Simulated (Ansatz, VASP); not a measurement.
# GaN in two plane-wave programs, part 2 of 3

Aim: how closely do two programs agree when they are given the same cell, functional and k mesh? The cell is taken from a series of runs on this material, whose earlier steps may have relaxed, scaled, displaced or heated it; both programs get it as it stands.

VASP 6.6.1 and Ansatz 0.2.0.

So far: Set-up; Ansatz: zone-centre phonons, LDA.

## (3) VASP: zone-centre phonons, LDA

Level of this step: LDA; plane waves and PAW (N, Ga_d) (VASP).

The same cell, functional (in two slightly different forms) and mesh now go to VASP, with its own data sets.

Lines of VASP's logs that name or quote its potential files are left out, and so is its time.

File INCAR:

```
SYSTEM = GaN
PREC = Accurate
ENCUT = 600
EDIFF = 1E-08
NELM = 120
ISMEAR = 0
SIGMA = 0.01
LREAL = .FALSE.
ALGO = Normal
GGA = CA
NBANDS = 15
LORBIT = 11
LWAVE = .FALSE.
LCHARG = .FALSE.
ISIF = 2
IBRION = 8
LEPSILON = .TRUE.
LASPH = .TRUE.
GGA_COMPAT = .FALSE.
EFERMI = MIDGAP
KPAR = 2
```

File POSCAR:

```
GaN
1.0
    0.0000000000      2.2721545612      2.1774446129
    2.2721545612      0.0000000000      2.1774446129
    2.2721545612      2.2721545612      0.0000000000
N Ga
1 1
Direct
    0.2500000000      0.2500000000      0.2500000000
    0.0000000000      0.0000000000      0.0000000000
```

File KPOINTS:

```
Automatic mesh
0
Gamma
12 12 12
0 0 0
```

Potentials, in the order of the species: N and Ga_d (LDA family, release 64).

On the command line:

```sh
> mpirun -np 2 vasp_std
```

What it wrote:

```text
[banner, memory and clock lines left out]
running    2 mpi-ranks, on    1 nodes
 distrk:  each k-point on    1 cores,    2 groups
 distr:  one band on    1 cores,    1 groups

 POSCAR found type information on POSCAR N Ga
 POSCAR found :  2 types and       2 ions
 LDA part: xc-table for (Slater(with rela. corr.)+CA(PZ))
 , standard interpolation
 POSCAR, INCAR and KPOINTS ok, starting setup
 FFT: planning ... GRIDC
 FFT: planning ... GRID_SOFT
 FFT: planning ... GRID
 WAVECAR not read
 entering main loop
       N       E                     dE             d eps       ncg     rms          rms(c)
DAV:   1     0.878957156903E+02    0.87896E+02   -0.10304E+04  5389   0.233E+03
DAV:   2    -0.949013665726E+01   -0.97386E+02   -0.90518E+02  5632   0.362E+02
DAV:   3    -0.159002435183E+02   -0.64101E+01   -0.63815E+01  5366   0.772E+01
DAV:   4    -0.159764413002E+02   -0.76198E-01   -0.76184E-01  6352   0.893E+00
DAV:   5    -0.159773828905E+02   -0.94159E-03   -0.94158E-03  5635   0.928E-01    0.754E+00
DAV:   6    -0.139891755682E+02    0.19882E+01   -0.52241E+00  7335   0.436E+01    0.266E+00
DAV:   7    -0.139606979615E+02    0.28478E-01   -0.26264E-01  5689   0.652E+00    0.167E+00
DAV:   8    -0.139361934934E+02    0.24504E-01   -0.74357E-02  5646   0.300E+00    0.720E-01
DAV:   9    -0.139326407011E+02    0.35528E-02   -0.12511E-02  6562   0.242E+00    0.214E-01
DAV:  10    -0.139327530070E+02   -0.11231E-03   -0.15244E-03  6057   0.546E-01    0.938E-02
DAV:  11    -0.139326770147E+02    0.75992E-04   -0.24398E-04  7440   0.298E-01    0.176E-02
DAV:  12    -0.139326789522E+02   -0.19375E-05   -0.18318E-05  5506   0.486E-02    0.668E-03
DAV:  13    -0.139326788828E+02    0.69433E-07   -0.73114E-07  7711   0.148E-02    0.351E-03
DAV:  14    -0.139326788858E+02   -0.29959E-08   -0.67935E-08  5485   0.257E-03
   1 F= -.13932679E+02 E0= -.13932679E+02  d E =0.000000E+00
 Linear response reoptimize wavefunctions to high precision
DAV:   1    -0.139326788838E+02    0.19622E-08   -0.35901E-09  5729   0.537E-04
DAV:   2    -0.139326788838E+02    0.18190E-11   -0.11062E-10  3222   0.924E-05
 Linear response G [H, r] |phi>, progress :
  Direction:   1
       N       E                     dE             d eps       ncg     rms
 LRF_COMMUTATOR internal error: the vector H(1)-e(1) S(1) |phi(0)> is not orthog
 onal to |phi(0)> (1.188667441781774E-004,-6.605826996519681E-015)
 LRF_COMMUTATOR internal error: the vector H(1)-e(1) S(1) |phi(0)> is not orthog
 onal to |phi(0)> (-1.017026215173189E-004,1.387778780781446E-015)
 LRF_COMMUTATOR internal error: the vector H(1)-e(1) S(1) |phi(0)> is not orthog
 onal to |phi(0)> (1.110267365902473E-004,-2.414735078559715E-015)
 LRF_COMMUTATOR internal error: the vector H(1)-e(1) S(1) |phi(0)> is not orthog
 onal to |phi(0)> (1.263102382796366E-004,-8.645861804268407E-015)
 LRF_COMMUTATOR internal error: the vector H(1)-e(1) S(1) |phi(0)> is not orthog
 onal to |phi(0)> (-1.066398552042880E-004,-2.681188604469753E-014)
 LRF_COMMUTATOR internal error: the vector H(1)-e(1) S(1) |phi(0)> is not orthog
 onal to |phi(0)> (1.073066197397159E-004,-1.515454428613339E-014)
 LRF_COMMUTATOR internal error: the vector H(1)-e(1) S(1) |phi(0)> is not orthog
 onal to |phi(0)> (-1.089239896283622E-004,-5.773159728050814E-015)
 LRF_COMMUTATOR internal error: the vector H(1)-e(1) S(1) |phi(0)> is not orthog
 onal to |phi(0)> (-1.259971212242972E-004,-9.742207041085749E-015)
 LRF_COMMUTATOR internal error: the vector H(1)-e(1) S(1) |phi(0)> is not orthog
 onal to |phi(0)> (1.267941339723466E-004,6.938893903907228E-018)
 LRF_COMMUTATOR internal error: the vector H(1)-e(1) S(1) |phi(0)> is not orthog
 onal to |phi(0)> (1.179449380085073E-004,-2.082015115867364E-014)
 LRF_COMMUTATOR internal error: the vector H(1)-e(1) S(1) |phi(0)> is not orthog
 onal to |phi(0)> (-1.060312090402984E-004,1.540434446667405E-015)
 LRF_COMMUTATOR internal error: the vector H(1)-e(1) S(1) |phi(0)> is not orthog
 onal to |phi(0)> (1.072987254914712E-004,-2.548308786209930E-015)
 LRF_COMMUTATOR internal error: the vector H(1)-e(1) S(1) |phi(0)> is not orthog
 onal to |phi(0)> (-1.048731897372868E-004,5.939693181744587E-015)
RMM:   1    -0.444948372871E+02   -0.44495E+02    0.17291E+01  5905   0.272E+02
 LRF_COMMUTATOR internal error: the vector H(1)-e(1) S(1) |phi(0)> is not orthog
 onal to |phi(0)> (-1.017026215173189E-004,1.387778780781446E-015)
 LRF_COMMUTATOR internal error: the vector H(1)-e(1) S(1) |phi(0)> is not orthog
 onal to |phi(0)> (1.110267365902473E-004,-2.414735078559715E-015)
 LRF_COMMUTATOR internal error: the vector H(1)-e(1) S(1) |phi(0)> is not orthog
 onal to |phi(0)> (1.263102382796366E-004,-8.645861804268407E-015)
 LRF_COMMUTATOR internal error: the vector H(1)-e(1) S(1) |phi(0)> is not orthog
 onal to |phi(0)> (-1.089239896283622E-004,-5.773159728050814E-015)
 LRF_COMMUTATOR internal error: the vector H(1)-e(1) S(1) |phi(0)> is not orthog
 onal to |phi(0)> (1.188667441781774E-004,-6.605826996519681E-015)
[...]
dielectric tensor                  component  3 :     1.639    -1.045     6.024
 Linear response to external field, progress :
  Direction:   1
       N       E                     dE             d eps       ncg     rms          rms(c)
RMM:   1    -0.474244317458E-01   -0.47424E-01    0.17563E+00 15471   0.748E+00
[...]
RMM:   4    -0.314114184579E+00   -0.86995E-02   -0.43720E-03 16894   0.575E-01    0.342E-02
RMM:   5    -0.314223022660E+00   -0.10884E-03   -0.27376E-04 17618   0.139E-01    0.279E-02
RMM:   6    -0.314307540298E+00   -0.84518E-04   -0.21016E-05 17421   0.343E-02    0.933E-03
RMM:   7    -0.314508996599E+00   -0.20146E-03   -0.33219E-06 17175   0.130E-02    0.117E-03
RMM:   8    -0.314501769286E+00    0.72273E-05   -0.37669E-07 17835   0.356E-03    0.178E-04
RMM:   9    -0.314506569632E+00   -0.48003E-05   -0.77172E-08 17912   0.906E-04    0.107E-04
RMM:  10    -0.314504075549E+00    0.24941E-05    0.29749E-09 17174   0.332E-04    0.335E-05
RMM:  11    -0.314504417569E+00   -0.34202E-06    0.29902E-08 12414   0.108E-04    0.615E-06
 change of polarisation eV/A/(eV/A) component  3 :     0.170     0.022     0.597
 dielectric tensor                  component  3 :     1.366     0.176     5.802
 Linear response DOF=           4
 Linear response progress:
  Degree of freedom:   1/  4
       N       E                     dE             d eps       ncg     rms          rms(c)
RMM:   1    -0.235809216053E+00   -0.23581E+00    0.91097E-02 33726   0.399E+00
RMM:   2    -0.226710404379E+00    0.90988E-02   -0.85500E-03 24789   0.104E+00    0.142E-01
RMM:   3    -0.227779265649E+00   -0.10689E-02   -0.15688E-03 27387   0.335E-01    0.695E-02
RMM:   4    -0.228962264702E+00   -0.11830E-02   -0.35411E-04 27259   0.132E-01    0.174E-02
RMM:   5    -0.229034446191E+00   -0.72181E-04   -0.12115E-05 28076   0.308E-02    0.285E-03
RMM:   6    -0.228985959270E+00    0.48487E-04   -0.88055E-07 27485   0.801E-03    0.128E-03
RMM:   7    -0.228980365104E+00    0.55942E-05   -0.51767E-08 28902   0.199E-03    0.291E-04
RMM:   8    -0.228978000934E+00    0.23642E-05   -0.19198E-08 28446   0.565E-04    0.300E-05
RMM:   9    -0.228977672928E+00    0.32801E-06   -0.15758E-08 29019   0.178E-04    0.106E-05
RMM:  10    -0.228977831817E+00   -0.15889E-06   -0.14674E-08 28464   0.851E-05    0.129E-06
RMM:  11    -0.228977823841E+00    0.79760E-08   -0.15337E-08 28201   0.528E-05    0.357E-07
 first order change of Fermi-energy   0.19087E-03
 force on displaced ion       1 direction 1 : -12.813   0.000  -0.000
 Born effective charge ion    1 direction 1 :  -2.663   0.000   0.000
 Linear response progress:
  Degree of freedom:   2/  4
       N       E                     dE             d eps       ncg     rms          rms(c)
RMM:   1    -0.235347189215E+00   -0.23535E+00    0.90960E-02 19212   0.394E+00
RMM:   2    -0.226987050350E+00    0.83601E-02   -0.80616E-03 14480   0.101E+00    0.140E-01
RMM:   3    -0.228067128856E+00   -0.10801E-02   -0.15021E-03 16083   0.327E-01    0.692E-02
RMM:   4    -0.229249912312E+00   -0.11828E-02   -0.32642E-04 15903   0.128E-01    0.177E-02
RMM:   5    -0.229339949067E+00   -0.90037E-04   -0.11861E-05 16591   0.303E-02    0.288E-03
RMM:   6    -0.229283889256E+00    0.56060E-04   -0.91097E-07 16034   0.793E-03    0.132E-03
RMM:   7    -0.229277253029E+00    0.66362E-05   -0.52470E-08 17044   0.196E-03    0.217E-04
RMM:   8    -0.229275157108E+00    0.20959E-05   -0.19061E-08 16630   0.521E-04    0.255E-05
RMM:   9    -0.229274809347E+00    0.34776E-06   -0.13649E-08 16908   0.161E-04    0.122E-05
RMM:  10    -0.229274944332E+00   -0.13498E-06   -0.11965E-08 16751   0.721E-05    0.155E-06
RMM:  11    -0.229274962106E+00   -0.17774E-07   -0.10452E-08 16494   0.398E-05    0.649E-07
RMM:  12    -0.229274955503E+00    0.66027E-08   -0.11289E-08 14850   0.307E-05    0.104E-07
 first order change of Fermi-energy   0.13539E-02
 force on displaced ion       1 direction 3 :  -0.000  -0.000 -12.214
 Born effective charge ion    1 direction 3 :   0.000   0.000  -2.587
 Linear response progress:
  Degree of freedom:   3/  4
       N       E                     dE             d eps       ncg     rms          rms(c)
RMM:   1    -0.163541866267E+00   -0.16354E+00    0.24799E-01 18287   0.911E+00
RMM:   2    -0.161255391318E+00    0.22865E-02   -0.33830E-02 27888   0.166E+00    0.555E-02
RMM:   3    -0.161407112053E+00   -0.15172E-03   -0.25310E-03 28259   0.401E-01    0.336E-02
RMM:   4    -0.161013838742E+00    0.39327E-03   -0.17681E-04 29724   0.112E-01    0.358E-03
RMM:   5    -0.161025425843E+00   -0.11587E-04   -0.11726E-05 30389   0.324E-02    0.214E-03
RMM:   6    -0.161020360465E+00    0.50654E-05   -0.15594E-06 30502   0.104E-02    0.336E-04
RMM:   7    -0.161020487939E+00   -0.12747E-06   -0.15797E-07 30859   0.358E-03    0.261E-04
RMM:   8    -0.161020432659E+00    0.55280E-07   -0.19583E-08 30396   0.127E-03    0.239E-05
RMM:   9    -0.161020506271E+00   -0.73613E-07   -0.47705E-08 31250   0.472E-04    0.108E-05
RMM:  10    -0.161020445986E+00    0.60285E-07    0.30364E-09 30826   0.189E-04    0.401E-06
RMM:  11    -0.161020436270E+00    0.97156E-08   -0.12803E-08 31059   0.866E-05    0.191E-06
 first order change of Fermi-energy  -0.66041E-05
 force on displaced ion       2 direction 1 : -12.818  -0.000   0.000
 Born effective charge ion    2 direction 1 :   2.662   0.000   0.000
 Linear response progress:
  Degree of freedom:   4/  4
       N       E                     dE             d eps       ncg     rms          rms(c)
RMM:   1    -0.162707843117E+00   -0.16271E+00    0.28420E-01 10713   0.916E+00
RMM:   2    -0.160941473450E+00    0.17664E-02   -0.34093E-02 16276   0.165E+00    0.542E-02
RMM:   3    -0.161056481952E+00   -0.11501E-03   -0.22277E-03 16595   0.379E-01    0.328E-02
RMM:   4    -0.160663675828E+00    0.39281E-03   -0.13938E-04 17249   0.107E-01    0.328E-03
RMM:   5    -0.160675357078E+00   -0.11681E-04   -0.10063E-05 17865   0.312E-02    0.195E-03
RMM:   6    -0.160671368593E+00    0.39885E-05   -0.11859E-06 17824   0.101E-02    0.318E-04
RMM:   7    -0.160671278346E+00    0.90247E-07   -0.55235E-08 18059   0.350E-03    0.140E-04
RMM:   8    -0.160671418866E+00   -0.14052E-06    0.93477E-08 18034   0.122E-03    0.383E-05
RMM:   9    -0.160671186573E+00    0.23229E-06    0.67657E-08 17819   0.462E-04    0.818E-06
RMM:  10    -0.160671144288E+00    0.42285E-07    0.34865E-08 18285   0.192E-04    0.251E-06
RMM:  11    -0.160671133154E+00    0.11135E-07    0.86232E-10 18144   0.881E-05    0.533E-07
RMM:  12    -0.160671134531E+00   -0.13775E-08    0.39028E-09 17041   0.514E-05    0.314E-07
 first order change of Fermi-energy   0.92950E-05
 force on displaced ion       2 direction 3 :   0.000   0.000 -12.210
 Born effective charge ion    2 direction 3 :   0.000   0.000   2.586
 Born effective charges drift removed
 Linear response finished
```

(Continued in part 3 of 3.)

[Lines on the potential files, build, host, timing and source positions are cut from VASP's logs without a mark.]

[Logs are printed without paths, hosts, clocks, repeated set-up lines and the standing remarks that a program may print on its own settings, such as how far it seeks lower states.]

[Hosts, paths, dates, database ids (printed as entryN), source tags and the programs' standing remarks are cut or masked in the printed files.]
